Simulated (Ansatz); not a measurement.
## Ag(111) with 4 layers of random Ag-Os, 2x2: scattering by chemical disorder

Aim: the residual resistivity of a random alloy, from Ag(111) with 4 layers of random Ag-Os, 2x2 and longer regions.

Calculated with Ansatz 0.2.0; Ansatz plane-wave DFT, PBE, PAW files; ballistic transport by layer matching (Landauer), zero bias; PAW set soft_1.

### Step 1. The structure

The cell holds 40 atoms: 36 Ag and 4 Os. Its edges and angles: a = 5.779 Å, b = 5.779 Å, c = 23.651 Å, α = 93.5°, β = 86.5°, γ = 120.0°. It derives from Ag. Regions: lead, 24 atoms (24 Ag); scattering region, 16 atoms (4 Os and 12 Ag). The structure is stacked along c, and the current runs across the ab planes.

### Step 2. With 4 alloy layers

In 4 layers a share of 0.25 of the sites is given to Os at random. The layers about the cell's end stay perfect and serve as the lead. Disorder leaves little or no symmetry, which makes such runs dear. Energies from -0.05 to 0.05 eV in steps of 0.05 eV are too few for the program's thermal sum, so it prints no conductance; for a metal the transmission near the Fermi level serves, at a fraction of the cost.

The input, input.yaml:

```yaml
crystal:
  lattice:
    - [5.7787594586, 0.0, 0.0]
    - [-2.8893797293, 5.0045524935, 0.0]
    - [1.4446898646, -0.8340920822, 23.5916866996]
  atoms:
    - { symbol: Ag, position: [0.9916666667, 0.0083333333, 0.05] }
    - { symbol: Ag, position: [0.9916666667, 0.5083333333, 0.05] }
    - { symbol: Ag, position: [0.4916666667, 0.0083333333, 0.05] }
    - { symbol: Ag, position: [0.4916666667, 0.5083333333, 0.05] }
    - { symbol: Ag, position: [0.1416666667, 0.3583333333, 0.15] }
    - { symbol: Ag, position: [0.1416666667, 0.8583333333, 0.15] }
    - { symbol: Ag, position: [0.6416666667, 0.3583333333, 0.15] }
    - { symbol: Ag, position: [0.6416666667, 0.8583333333, 0.15] }
    - { symbol: Ag, position: [0.2916666667, 0.2083333333, 0.25] }
    - { symbol: Ag, position: [0.2916666667, 0.7083333333, 0.25] }
    - { symbol: Ag, position: [0.7916666667, 0.2083333333, 0.25] }
    - { symbol: Ag, position: [0.7916666667, 0.7083333333, 0.25] }
    - { symbol: Os, position: [0.9416666667, 0.0583333333, 0.35] }
    - { symbol: Ag, position: [0.9416666667, 0.5583333333, 0.35] }
    - { symbol: Ag, position: [0.4416666667, 0.0583333333, 0.35] }
    - { symbol: Ag, position: [0.4416666667, 0.5583333333, 0.35] }
    - { symbol: Ag, position: [0.0916666667, 0.4083333333, 0.45] }
    - { symbol: Ag, position: [0.0916666667, 0.9083333333, 0.45] }
    - { symbol: Os, position: [0.5916666667, 0.4083333333, 0.45] }
    - { symbol: Ag, position: [0.5916666667, 0.9083333333, 0.45] }
    - { symbol: Ag, position: [0.2416666667, 0.2583333333, 0.55] }
    - { symbol: Ag, position: [0.2416666667, 0.7583333333, 0.55] }
    - { symbol: Ag, position: [0.7416666667, 0.2583333333, 0.55] }
    - { symbol: Ag, position: [0.7416666667, 0.7583333333, 0.55] }
    - { symbol: Os, position: [0.8916666667, 0.1083333333, 0.65] }
    - { symbol: Ag, position: [0.8916666667, 0.6083333333, 0.65] }
    - { symbol: Ag, position: [0.3916666667, 0.1083333333, 0.65] }
    - { symbol: Os, position: [0.3916666667, 0.6083333333, 0.65] }
    - { symbol: Ag, position: [0.0416666667, 0.4583333333, 0.75] }
    - { symbol: Ag, position: [0.0416666667, 0.9583333333, 0.75] }
    - { symbol: Ag, position: [0.5416666667, 0.4583333333, 0.75] }
    - { symbol: Ag, position: [0.5416666667, 0.9583333333, 0.75] }
    - { symbol: Ag, position: [0.1916666667, 0.3083333333, 0.85] }
    - { symbol: Ag, position: [0.1916666667, 0.8083333333, 0.85] }
    - { symbol: Ag, position: [0.6916666667, 0.3083333333, 0.85] }
    - { symbol: Ag, position: [0.6916666667, 0.8083333333, 0.85] }
    - { symbol: Ag, position: [0.8416666667, 0.1583333333, 0.95] }
    - { symbol: Ag, position: [0.8416666667, 0.6583333333, 0.95] }
    - { symbol: Ag, position: [0.3416666667, 0.1583333333, 0.95] }
    - { symbol: Ag, position: [0.3416666667, 0.6583333333, 0.95] }
kpoints:
  mp_grid: { grid: [4, 4, 1] }
hamiltonian:
  xc: pbe
  pseudopotentials: { kind: paw, azcp: { folder: soft_1 } }
scf:
  occupations: { method: fermi_dirac, width: 0.1 }
output:
  transmission: { leads: [[0, 4]], kmesh: [8, 8], e_range: [-0.05, 0.05], de: 0.05 }
  write_potential: true
  write_density: true
  volumetric_format: npy
```

Run with:

```console
$ ansatz run input.yaml --threads 8 --pin off --max-ram 15360MiB --backend cpu --events-out ev --progress --plain --runs-dir out
```

Numbers of over 12 decimals in the logs are rounded to 6 here.

Log:

```text
Engine: ansatz 0.2.0, x86_64-unknown-linux-gnu
Pseudopotentials: kind: paw
Pseudopotential: Ag, paw, valence charge 19, recommended cutoff 420 eV (normal), soft_1/Ag.paw.azcp
Pseudopotential: Os, paw, valence charge 16, recommended cutoff 420 eV (normal), soft_1/Os.paw.azcp
Functional definition: PBE
  parameter kappa = 0.804
  parameter beta = 0.066725
  exchange = pbe_x(kappa = kappa, mu = beta*pi^2/3)
  correlation = pbe_c(beta = beta)
Crystal: 40 atoms, lattice volume = 682.274 Å³
Basis set: ecut = 420 eV, 13363 PW (Γ)
Bands: 449, of which v1, the nominal top of the filled ones, is band 374 counted from 1 (373 counted from 0)
Symmetry: 2 space group operations
Space group: Cm (ITA 8), of the structure as read, at distance tolerance 8.8e-5 Å
k-points: 7 of 16 (time reversal used)
Non-local potential: Ag, projectors of the file, l = 0: 3, l = 1: 2, l = 2: 2, l = 3: 1
Non-local potential: Os, projectors of the file, l = 0: 3, l = 1: 2, l = 2: 2, l = 3: 1
PAW form: soft (Blöchl's): semilocal exchange-correlation on the pseudo side does not see the compensation charge
PAW one-centre angular grid: Ag, 590 points (default); XC on 64 Gauss nodes
PAW one-centre angular grid: Os, 590 points (default); XC on 64 Gauss nodes
Initial density: superposition of atomic densities (chi_scale 0.1, normalization cell, long waves of neutral atoms (reshape's long-wave potential 2.93 eV rms, cloud 2.89 Å wide))
Initial wavefunctions: pseudopotential atomic-orbital guess
Functional: x = pbe(κ = 0.804, μ = 0.219515), c = pbe(β = 0.066725)
SCF iter   1: F=—  HF=-318804.869878 eV  |F-HF|=—  |Δ(HF+E_count)|=         —  Δρ=7.38e-2  dr2=1.12e2  ethr=3.10e-3  ⟨swp⟩=4.0  Hψ=9300  notcnv=0  defer=69
preconditioner: auto → Kerker (q_TF=auto, 2.770 Å⁻¹)  [metal: Δε(μ)=0.038 eV  Ē_g=9.519 eV  σ=0.100 eV  W_gap=0.09  n_scr=260 (ndim 8)  ℏωp=29.4 eV  f_vac=0.000  D(μ)=18.73/eV (n_scr^D=122)]
SCF iter   2: F=—  HF=-318796.994865 eV  |F-HF|=—  |Δ(HF+E_count)|=    7.88e0  Δρ=3.38e-2  dr2=3.85e1  ethr=3.10e-3  ⟨swp⟩=2.9  Hψ=5174  notcnv=0  defer=352
SCF iter   3: F=—  HF=-318794.472910 eV  |F-HF|=—  |Δ(HF+E_count)|=    2.52e0  Δρ=8.75e-3  dr2=2.38e0  ethr=3.10e-3  ⟨swp⟩=2.0  Hψ=2909  notcnv=0  defer=352
SCF iter   4: F=—  HF=-318794.420424 eV  |F-HF|=—  |Δ(HF+E_count)|=   5.25e-2  Δρ=3.82e-3  dr2=4.73e-1  ethr=3.18e-4  ⟨swp⟩=1.0  Hψ=3619  notcnv=0  defer=352
SCF iter   5: F=—  HF=-318794.414811 eV  |F-HF|=—  |Δ(HF+E_count)|=   5.61e-3  Δρ=6.92e-4  dr2=6.86e-2  ethr=6.32e-5  ⟨swp⟩=2.0  Hψ=2870  notcnv=0  defer=352
SCF iter   6: F=—  HF=-318794.413902 eV  |F-HF|=—  |Δ(HF+E_count)|=   9.09e-4  Δρ=3.90e-4  dr2=8.56e-3  ethr=9.17e-6  ⟨swp⟩=1.0  Hψ=2789  notcnv=0  defer=352
SCF iter   7: F=—  HF=-318794.413450 eV  |F-HF|=—  |Δ(HF+E_count)|=   4.52e-4  Δρ=1.38e-4  dr2=8.20e-4  ethr=1.14e-6  ⟨swp⟩=1.7  Hψ=2801  notcnv=0  defer=352
SCF iter   8: F=—  HF=-318794.413584 eV  |F-HF|=—  |Δ(HF+E_count)|=   1.35e-4  Δρ=5.48e-5  dr2=7.61e-5  ethr=1.10e-7  ⟨swp⟩=1.0  Hψ=2789  notcnv=0  defer=352
SCF iter   9: F=—  HF=-318794.413605 eV  |F-HF|=—  |Δ(HF+E_count)|=   2.09e-5  Δρ=2.15e-5  dr2=1.23e-5  ethr=1.02e-8  ⟨swp⟩=1.9  Hψ=4184  notcnv=0  defer=352
SCF iter  10: F=—  HF=-318794.413605 eV  |F-HF|=—  |Δ(HF+E_count)|=   7.40e-7  Δρ=6.57e-6  dr2=2.52e-6  ethr=1.64e-9  ⟨swp⟩=2.1  Hψ=4774  notcnv=0  defer=352
SCF iter  11: F=—  HF=-318794.413605 eV  |F-HF|=—  |Δ(HF+E_count)|=   9.84e-8  Δρ=2.61e-6  dr2=4.49e-7  ethr=3.36e-10  ⟨swp⟩=1.0  Hψ=2789  notcnv=0  defer=352
SCF iter  12: F=-318794.413604 eV  HF=-318794.413605 eV  |F-HF|=5.24e-8  |Δ(HF+E_count)|=   2.07e-8  Δρ=8.41e-7  dr2=5.54e-8  ethr=1.34e-11  ⟨swp⟩=8.4  Hψ=11514  notcnv=0
SCF 1 converged in 12 iterations: F = -318794.413604 eV  dr2 = 5.54e-8
  greatest PAW one-centre occupation: 1.002 electrons in one spin orbital (limit 2), on the Ag atom at site 26 (counted from 0), in its partial waves of l = 0
transmission: 72 of 693 steps passed
transmission: 144 of 693 steps passed
[...]
transmission: 693 of 693 steps passed
SCF converged after 12 iterations
Free energy (F): -318794.413604 eV
Harris-Foulkes:  -318794.413605 eV  (|F-HF|=5.24e-8)
Internal energy: -318793.640407 eV  (E = F + TS)
E sigma→0 (E₀):  -318794.027006 eV
Entropy (-TS):   -0.773198 eV (-19.330 meV/atom)
Fermi energy:    17.356517 eV
--- Per-component energies (eV) ---
  E_band       = -9051.990614
  E_kinetic    = 18787.725183
  E_local      = -80290.322484  (includes V_loc(G=0)·N_el)
  E_nonlocal   = 1930.546659
  E_hartree    = 38864.355487
  E_xc         = -6654.982425
  E_vxc        = -8224.240681  (∫ρ·V_xc dr)
  E_paw        = -178572.454195  (= ΣΔE_a)
  E_vpaw       = -18984.415325  (= ΣTr[D̂ρ^β])
  E_aug_tail   = 0.015566  (compensation charges beyond the density's cutoff)
  E_ewald      = -112858.524197
  E_smearing   = -0.773198  (= −TS)
  E_closure    = -0.000000  (closes the sum)
  Σ components = -318794.413604   (vs F -318794.413604, Δ=0.00e0)
--- Band table (eV; the first three rows and the last of 7) ---
  k-point 0: bands = [... 370 lower, 17.4949, 17.5182, 17.7793, 17.9175, 17.9198, 18.1340, 18.1702, 18.1909, ... 71 higher]
  k-point 1: bands = [... 370 lower, 17.1378, 17.1912, 17.2596, 17.2832, 17.4218, 17.4948, 17.6057, 17.6394, ... 71 higher]
  k-point 2: bands = [... 370 lower, 16.9697, 17.0326, 17.0375, 17.1138, 17.2341, 17.3320, 17.4832, 17.5694, ... 71 higher]
  k-point 6: bands = [... 370 lower, 16.9530, 17.0036, 17.2168, 17.2581, 17.2681, 17.3623, 17.5993, 17.6393, ... 71 higher]
--- Transmission ---
  basis      : 253 plane waves across, 33 finite elements along
  points     : 21, standing for a mesh of 8 x 8
  energies   : 3 from -0.050000 to 0.050000 eV about the Fermi level, 0.050000 eV apart; the leads are filled to 0.000000 eV, and channels, transmission and decay are at 0.000000 eV
  crystal 0  : Ag4, at the sites [0, 4], period 2.3592 Å, over 14.16 Å; its Hamiltonian steps by up to 37.2 meV: too much for a lead, lay more layers or, if its atoms are ordered, name the step of that order
    offset         : up to 0.0000 Å between an atom of the period and one for which it stands
    channels       : 3.328125e0 a spin
    conductance    : none, the energies end too early or step too widely for 300 K: set another output.transmission.e_range or a lower de, or, where they end at an eighth of basis.ecutwfc, a higher one
  junction   : crystal 0 to crystal 0, 0.70 to 21.93 Å
    transmission   : 1.120937e0 a spin
    conductance    : none, the energies end too early or step too widely for 300 K: set another output.transmission.e_range or a lower de, or, where they end at an eighth of basis.ecutwfc, a higher one
```

The job ended after 65 s (8 threads of INTEL XEON PLATINUM 8581C at 2.30GHz (Emerald Rapids), shared host; peak memory 8 GiB; 7.1 min of CPU time).

Numbers from this step:

| Quantity | Value |
| --- | --- |
| free energy | -318794.4136 eV |
| energy at zero smearing | -318794.0270 eV |
| Fermi energy | 17.36 eV |
| cell area | 28.92 Å² |
| transmission per spin nearest the Fermi level | 1.121 |
| open channels per spin nearest the Fermi level | 3.328 |
| step of the lead's potential | 37.2 meV |

Per spin. The transmission, zone mean by energy, zero at the Fermi level:

```csv
energy (eV),"transmission, zone mean"
-0.0500,1.15
0.0000,1.12
0.0500,1.11
```

Per spin. Open channels, zone mean, lead against energy, zero at the Fermi level:

```csv
energy (eV),"open channels, zone mean, lead"
-0.0500,3.33
0.0000,3.33
0.0500,3.23
```

Transmission over k1 and k2. At 0.0000 eV from the Fermi level.

Ten even steps from '0' (0.33) to '9' (2.90):
```
05312320
03742212
21465023
22259522
23205641
02122473
00232135
50022200
```
Columns: k1 (b1) from -0.5 to 0.375; rows upwards: k2 (b2) from -0.5 to 0.375.

Open channels over k1 and k2. At 0.0000 eV from the Fermi level.

Ten even steps from '0' (3.00) to '9' (4.00):
```
09009000
00909000
00099000
99990999
00009900
00009090
00009009
90009000
```
Columns: k1 (b1) from -0.5 to 0.375; rows upwards: k2 (b2) from -0.5 to 0.375.

Over the solved energies the transmission per spin lies between 1.11 and 1.15, out of 3.30 channels of the lead on average (up to 3.33). The log calls the step of a lead's potential too much.

### Step 3. With 8 alloy layers

In 8 layers a share of 0.25 of the sites is given to Os at random. A fresh draw is used; the growth of the resistance with length is what counts.

System of this step: Ag(111) with 8 layers of random Ag-Os, 2x2. The cell holds 56 atoms: 48 Ag and 8 Os. Cell: a = 5.779 Å, b = 5.779 Å, c = 33.070 Å, α = 87.5°, β = 92.5°, γ = 120.0°. It derives from Ag. Regions: lead, 24 atoms (24 Ag); scattering region, 32 atoms (24 Ag and 8 Os). The structure is stacked along c, and the current runs across the ab planes.

The input, input.yaml:

```yaml
crystal:
  lattice:
    - [5.7787594586, 0.0, 0.0]
    - [-2.8893797293, 5.0045524935, 0.0]
    - [-1.4446898646, 0.8340920822, 33.0283613795]
  atoms:
    - { symbol: Ag, position: [0.005952381, 0.994047619, 0.0357142857] }
    - { symbol: Ag, position: [0.005952381, 0.494047619, 0.0357142857] }
    - { symbol: Ag, position: [0.505952381, 0.994047619, 0.0357142857] }
    - { symbol: Ag, position: [0.505952381, 0.494047619, 0.0357142857] }
    - { symbol: Ag, position: [0.1845238095, 0.3154761905, 0.1071428571] }
    - { symbol: Ag, position: [0.1845238095, 0.8154761905, 0.1071428571] }
    - { symbol: Ag, position: [0.6845238095, 0.3154761905, 0.1071428571] }
    - { symbol: Ag, position: [0.6845238095, 0.8154761905, 0.1071428571] }
    - { symbol: Ag, position: [0.3630952381, 0.1369047619, 0.1785714286] }
    - { symbol: Ag, position: [0.3630952381, 0.6369047619, 0.1785714286] }
    - { symbol: Ag, position: [0.8630952381, 0.1369047619, 0.1785714286] }
    - { symbol: Ag, position: [0.8630952381, 0.6369047619, 0.1785714286] }
    - { symbol: Ag, position: [0.0416666667, 0.9583333333, 0.25] }
    - { symbol: Ag, position: [0.0416666667, 0.4583333333, 0.25] }
    - { symbol: Ag, position: [0.5416666667, 0.9583333333, 0.25] }
    - { symbol: Ag, position: [0.5416666667, 0.4583333333, 0.25] }
    - { symbol: Ag, position: [0.2202380952, 0.2797619048, 0.3214285714] }
    - { symbol: Ag, position: [0.2202380952, 0.7797619048, 0.3214285714] }
    - { symbol: Ag, position: [0.7202380952, 0.2797619048, 0.3214285714] }
    - { symbol: Ag, position: [0.7202380952, 0.7797619048, 0.3214285714] }
    - { symbol: Ag, position: [0.3988095238, 0.1011904762, 0.3928571429] }
    - { symbol: Os, position: [0.3988095238, 0.6011904762, 0.3928571429] }
    - { symbol: Ag, position: [0.8988095238, 0.1011904762, 0.3928571429] }
    - { symbol: Ag, position: [0.8988095238, 0.6011904762, 0.3928571429] }
    - { symbol: Os, position: [0.0773809524, 0.9226190476, 0.4642857143] }
    - { symbol: Ag, position: [0.0773809524, 0.4226190476, 0.4642857143] }
    - { symbol: Ag, position: [0.5773809524, 0.9226190476, 0.4642857143] }
    - { symbol: Os, position: [0.5773809524, 0.4226190476, 0.4642857143] }
    - { symbol: Os, position: [0.255952381, 0.244047619, 0.5357142857] }
    - { symbol: Ag, position: [0.255952381, 0.744047619, 0.5357142857] }
    - { symbol: Ag, position: [0.755952381, 0.244047619, 0.5357142857] }
    - { symbol: Ag, position: [0.755952381, 0.744047619, 0.5357142857] }
    - { symbol: Ag, position: [0.4345238095, 0.0654761905, 0.6071428571] }
    - { symbol: Ag, position: [0.4345238095, 0.5654761905, 0.6071428571] }
    - { symbol: Ag, position: [0.9345238095, 0.0654761905, 0.6071428571] }
    - { symbol: Ag, position: [0.9345238095, 0.5654761905, 0.6071428571] }
    - { symbol: Ag, position: [0.1130952381, 0.8869047619, 0.6785714286] }
    - { symbol: Os, position: [0.1130952381, 0.3869047619, 0.6785714286] }
    - { symbol: Ag, position: [0.6130952381, 0.8869047619, 0.6785714286] }
    - { symbol: Ag, position: [0.6130952381, 0.3869047619, 0.6785714286] }
    - { symbol: Os, position: [0.2916666667, 0.2083333333, 0.75] }
    - { symbol: Ag, position: [0.2916666667, 0.7083333333, 0.75] }
    - { symbol: Os, position: [0.7916666667, 0.2083333333, 0.75] }
    - { symbol: Os, position: [0.7916666667, 0.7083333333, 0.75] }
    - { symbol: Ag, position: [0.4702380952, 0.0297619048, 0.8214285714] }
    - { symbol: Ag, position: [0.4702380952, 0.5297619048, 0.8214285714] }
    - { symbol: Ag, position: [0.9702380952, 0.0297619048, 0.8214285714] }
    - { symbol: Ag, position: [0.9702380952, 0.5297619048, 0.8214285714] }
    - { symbol: Ag, position: [0.1488095238, 0.8511904762, 0.8928571429] }
    - { symbol: Ag, position: [0.1488095238, 0.3511904762, 0.8928571429] }
    - { symbol: Ag, position: [0.6488095238, 0.8511904762, 0.8928571429] }
    - { symbol: Ag, position: [0.6488095238, 0.3511904762, 0.8928571429] }
    - { symbol: Ag, position: [0.3273809524, 0.1726190476, 0.9642857143] }
    - { symbol: Ag, position: [0.3273809524, 0.6726190476, 0.9642857143] }
    - { symbol: Ag, position: [0.8273809524, 0.1726190476, 0.9642857143] }
    - { symbol: Ag, position: [0.8273809524, 0.6726190476, 0.9642857143] }
kpoints:
  mp_grid: { grid: [4, 4, 1] }
hamiltonian:
  xc: pbe
  pseudopotentials: { kind: paw, azcp: { folder: soft_1 } }
scf:
  occupations: { method: fermi_dirac, width: 0.1 }
output:
  transmission: { leads: [[0, 4]], kmesh: [8, 8], e_range: [-0.05, 0.05], de: 0.05 }
  write_potential: true
  write_density: true
  volumetric_format: npy
```

Log:

```text
[...]
Crystal: 56 atoms, lattice volume = 955.184 Å³
Basis set: ecut = 420 eV, 18759 PW (Γ)
Bands: 624, of which v1, the nominal top of the filled ones, is band 520 counted from 1 (519 counted from 0)
Symmetry: 1 space group operations
[...]
k-points: 10 of 16 (time reversal used)
[...]
SCF iter   1: F=—  HF=-455433.004111 eV  |F-HF|=—  |Δ(HF+E_count)|=         —  Δρ=7.10e-2  dr2=1.75e2  ethr=3.10e-3  ⟨swp⟩=4.0  Hψ=18417  notcnv=0  defer=110
[...]
SCF iter  12: F=-455419.009762 eV  HF=-455419.009762 eV  |F-HF|=7.97e-8  |Δ(HF+E_count)|=   3.90e-8  Δρ=1.24e-6  dr2=8.70e-8  ethr=9.62e-12  ⟨swp⟩=7.6  Hψ=23004  notcnv=0
SCF 1 converged in 12 iterations: F = -455419.009762 eV  dr2 = 8.70e-8
[...]
transmission: 168 of 1632 steps passed
transmission: 336 of 1632 steps passed
[...]
transmission: 1632 of 1632 steps passed
SCF converged after 12 iterations
Free energy (F): -455419.009762 eV
[...]
Internal energy: -455417.898470 eV  (E = F + TS)
E sigma→0 (E₀):  -455418.454116 eV
Entropy (-TS):   -1.111291 eV (-19.844 meV/atom)
Fermi energy:    17.551825 eV
[...]
--- Band table (eV; the first three rows and the last of 10) ---
  k-point 0: bands = [... 516 lower, 17.8861, 17.9414, 17.9949, 18.0230, 18.0464, 18.0773, 18.1002, 18.1308, ... 100 higher]
  k-point 1: bands = [... 516 lower, 17.3742, 17.4425, 17.5278, 17.5605, 17.6069, 17.6381, 17.7055, 17.7870, ... 100 higher]
  k-point 2: bands = [... 516 lower, 17.1563, 17.1942, 17.3101, 17.3626, 17.4506, 17.5218, 17.5614, 17.6571, ... 100 higher]
  k-point 9: bands = [... 516 lower, 17.2766, 17.3111, 17.3907, 17.4564, 17.4684, 17.5548, 17.6161, 17.6704, ... 100 higher]
--- Transmission ---
  basis      : 253 plane waves across, 48 finite elements along
  points     : 34, standing for a mesh of 8 x 8
[...]
channels       : 3.234375e0 a spin
[...]
junction   : crystal 0 to crystal 0, 3.06 to 33.73 Å
    transmission   : 7.809787e-1 a spin
[...]
```

The job ended after 2.8 min (8 threads; peak memory 8.8 GiB).

Numbers from this step:

| Item | Value |
| --- | --- |
| free energy | -455419.0098 eV |
| energy at zero smearing | -455418.4541 eV |
| Fermi energy | 17.55 eV |
| transmission per spin nearest the Fermi level | 0.7810 |
| open channels per spin nearest the Fermi level | 3.234 |
| step of the lead's potential | 14.2 meV |

Per spin. Transmission, zone mean against energy, zero at the Fermi level:

```csv
energy (eV),"transmission, zone mean"
-0.0500,0.788
0.0000,0.781
0.0500,0.760
```

Over the solved energies the transmission per spin lies between 0.760 and 0.788, out of 3.27 channels of the lead on average (up to 3.33).

(Part 1 of 2 ends here.)

[Logs are printed without paths, hosts, clocks, repeated set-up lines and the standing remarks that a program may print on its own settings, such as how far it seeks lower states.]

[Hosts, paths, dates, database ids (printed as entryN), source tags and the programs' standing remarks are cut or masked in the printed files.]
